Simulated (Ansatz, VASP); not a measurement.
# MgS in VASP and in Ansatz

Contents of POSCAR:

```
MgS
1.0
    0.0000000000      2.6016500000      2.6016500000
    2.6016500000      0.0000000000      2.6016500000
    2.6016500000      2.6016500000      0.0000000000
Mg S
1 1
Direct
    0.0000000000      0.0000000000     -0.0135895832
    0.5000000000      0.5000000000      0.5000000000
```

Contents of INCAR.step1:

```
SYSTEM = MgS
ALGO = Normal ; EDIFF = 1E-4
ENCUT = 520 ; GGA = PE
ISMEAR = 0 ; LASPH = .True.
LCHARG = .False. ; LREAL = .False.
LWAVE = .True. ; NBANDS = 11
NELM = 60 ; PREC = Accurate
SIGMA = 0.05
```

The input INCAR.step2:

```
SYSTEM = MgS
ALGO = Normal ; EDIFF = 1E-6
ENCUT = 520 ; ISIF = 2
ISMEAR = 0 ; ISTART = 1
LASPH = .True. ; LCHARG = .False.
LMIXTAU = .True. ; LREAL = .False.
LWAVE = .False. ; METAGGA = R2SCAN
NBANDS = 11 ; NELM = 60
PREC = Accurate ; SIGMA = 0.05
```

KPOINTS

```
k-points
0
Gamma
  8 8 8
  0 0 0
```

Input for Ansatz:

```yaml
crystal:
  lattice:
    - [0.0, 2.60165, 2.60165]
    - [2.60165, 0.0, 2.60165]
    - [2.60165, 2.60165, 0.0]
  atoms:
    - { symbol: Mg, position: [0.0, 0.0, -0.0135895832] }
    - { symbol: S, position: [0.5, 0.5, 0.5] }
basis:
  ecutwfc: 500
kpoints:
  mp_grid: { grid: [8, 8, 8] }
hamiltonian:
  xc: r2scan
scf:
  occupations: { method: gaussian, width: 0.05 }
output:
  forces: true
  stress: true
  eigenvalues: true
```

Change from the starting cell: all Mg atoms moved -0.050 Å, as atom 1 along Cartesian [1 1 0].

Alike in both runs: task single point; functional r2SCAN; k mesh 8 × 8 × 8; occupations gaussian, width 0.05 eV; no spin polarisation.

|  | VASP | Ansatz |
| --- | --- | --- |
| version | VASP 6.6.1 | Ansatz 0.2.0 |
| potentials or method | VASP PAW PBE potentials, release 64 (Mg, S) | scalar-relativistic, plane waves, PAW |
| plane-wave cutoff (eV) | 520 | 500 |
| valence electrons in the cell | 8 | 16 |

```csv
,VASP,Ansatz,Ansatz less VASP
gap on the k mesh at the Fermi level (eV),3.43,3.46,+0.029
least direct gap on the mesh (eV),4.61,4.64,+0.025
pressure (GPa),-0.4,0.1,+0.46
largest component of the traceless stress (GPa),0.11,0.11,-0.005
rms of the force components (eV/Å),0.081,0.083,+0.0011
```

Atom by atom the forces differ by 0.001 eV/Å (rms over components). The two sets of potentials don't hold the same shells in valence.

Caveats: the PAW data sets were made with another functional, which shifts forces and pressure a little (VASP). A k mesh can miss the band edges.
